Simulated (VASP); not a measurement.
# A VASP 6.6.1 single-point calculation on InP

INCAR

```
ISPIN = 2
NSW = 0
ISIF = 2
LCHARG = .FALSE.
LREAL = .FALSE.
NBANDS = 16
EDIFF = 1E-7
LWAVE = .FALSE.
SIGMA = 0.02
LASPH = .TRUE.
NELM = 120
ENCUT = 520
ALGO = Conjugate
MAGMOM = 1 -1
PREC = Accurate
IBRION = -1
GGA = PE
ISMEAR = -1
```

KPOINTS

```
KPOINTS created by Atomic Simulation Environment
0
Gamma
8 8 8
0 0 0
```

POSCAR

```
In P
 1.0000000000000000
     0.0000000000000000    3.1088614890000001    3.1088614890000001
     3.1088614890000001    0.0000000000000000    3.1088614890000001
     3.1088614890000001    3.1088614890000001    0.0000000000000000
 In  P
   1   1
Cartesian
  0.0000000000000000  0.0000000000000000  0.0000000000000000
  1.5544307445000001  1.5544307445000001  1.5544307445000001
```

The recommended PBE PAW datasets give the neutral cell 18 valence electrons.

Command

```
mpirun -np 1 vasp_std
```

Question: Predict the outcome of this run.

Answer: It converged. Results: pressure -5.6 GPa; magnetic moment of the cell 0.00 μB.

OSZICAR

```
N       E                     dE             d eps       ncg     rms           ort
DAV:   1     0.111841690235E+03    0.11184E+03   -0.87456E+03   464   0.137E+03
DAV:   2    -0.358037190077E+00   -0.11220E+03   -0.10765E+03   464   0.290E+02
DAV:   3    -0.812306439599E+01   -0.77650E+01   -0.77113E+01   464   0.750E+01
DAV:   4    -0.834132624362E+01   -0.21826E+00   -0.21818E+00   464   0.141E+01
DAV:   5    -0.835290688490E+01   -0.11581E-01   -0.11580E-01   464   0.271E+00
SDA:   6    -0.769219616728E+01    0.66071E+00   -0.11580E-01   464   0.230E+01   0.000E+00
CGA:   7    -0.809569911388E+01   -0.40350E+00   -0.40395E+00   464   0.658E+00   0.844E-02
CGA:   8    -0.822439679745E+01   -0.12870E+00   -0.12871E+00   464   0.748E-01   0.226E-02
CGA:   9    -0.825340685480E+01   -0.29010E-01   -0.28950E-01   464   0.241E-01   0.287E-03
CGA:  10    -0.826086530820E+01   -0.74585E-02   -0.74716E-02   464   0.114E-01  -0.154E-03
CGA:  11    -0.826333521512E+01   -0.24699E-02   -0.24706E-02   464   0.315E-02   0.909E-04
CGA:  12    -0.826487250537E+01   -0.15373E-02   -0.15442E-02   464   0.944E-03  -0.417E-04
CGA:  13    -0.826516329981E+01   -0.29079E-03   -0.29256E-03   464   0.536E-03  -0.275E-04
CGA:  14    -0.826529587140E+01   -0.13257E-03   -0.13261E-03   464   0.643E-04   0.151E-04
CGA:  15    -0.826531583373E+01   -0.19962E-04   -0.19796E-04   464   0.198E-04   0.394E-05
CGA:  16    -0.826532191314E+01   -0.60794E-05   -0.62190E-05   464   0.676E-05  -0.393E-05
CGA:  17    -0.826532336868E+01   -0.14555E-05   -0.14524E-05   464   0.151E-05   0.976E-06
SDA:  18    -0.826532368956E+01   -0.32088E-06   -0.35436E-06   464   0.601E-06   0.550E-06
SDA:  19    -0.826532418333E+01   -0.49378E-06   -0.49438E-06   464   0.633E-06  -0.211E-06
SDA:  20    -0.826532418833E+01   -0.49931E-08   -0.64723E-07   464   0.175E-06   0.317E-06
   1 F= -.82653242E+01 E0= -.82652468E+01  d E =-.154788E-03  mag=     0.0001
```

Standard output (part)

```
POSCAR found type information on POSCAR InP
 POSCAR found :  2 types and       2 ions
 LDA part: xc-table for (Slater+PW92), standard interpolation
 POSCAR, INCAR and KPOINTS ok, starting setup
 WAVECAR not read
 entering main loop
 gam= 0.000 g(H,U,f)=  0.135E+01 0.955E+00 0.593E-03 ort(H,U,f) = 0.000E+00 0.000E+00 0.000E+00
 gam= 0.000 trial= 0.400  step=  0.3507 mean=  0.4000
 gam= 0.285 g(H,U,f)=  0.503E+00 0.155E+00 0.677E-06 ort(H,U,f) =-0.364E+00 0.373E+00 0.183E-05
 gam= 0.285 trial= 0.395  step=  0.3900 mean=  0.3951
 gam= 0.114 g(H,U,f)=  0.570E-01 0.178E-01 0.753E-09 ort(H,U,f) =-0.694E-01 0.717E-01-0.358E-07
 gam= 0.114 trial= 0.395  step=  0.7711 mean=  0.3946
 gam= 0.321 g(H,U,f)=  0.193E-01 0.472E-02 0.291E-07 ort(H,U,f) =-0.980E-02 0.101E-01 0.427E-08
 gam= 0.321 trial= 0.432  step=  0.6188 mean=  0.4322
 gam= 0.473 g(H,U,f)=  0.910E-02 0.227E-02 0.118E-05 ort(H,U,f) =-0.315E-02 0.299E-02 0.333E-05
 gam= 0.473 trial= 0.451  step=  0.4370 mean=  0.4509
 gam= 0.277 g(H,U,f)=  0.223E-02 0.909E-03 0.987E-05 ort(H,U,f) =-0.234E-02 0.239E-02 0.406E-04
 gam= 0.277 trial= 0.449  step=  0.9732 mean=  0.4495
 gam= 0.300 g(H,U,f)=  0.824E-03 0.117E-03 0.239E-05 ort(H,U,f) =-0.593E-03 0.521E-03 0.305E-04
 gam= 0.300 trial= 0.502  step=  0.6281 mean=  0.5019
 gam= 0.568 g(H,U,f)=  0.484E-03 0.524E-04 0.317E-07 ort(H,U,f) =-0.158E-03 0.132E-03-0.139E-05
 gam= 0.568 trial= 0.514  step=  0.5095 mean=  0.5145
...
```

For comparison, a separate PBE run of the intended cell, on usual settings and not on those above, gives a gap of 0.00 eV on its mesh and a pressure of -5.6 GPa.
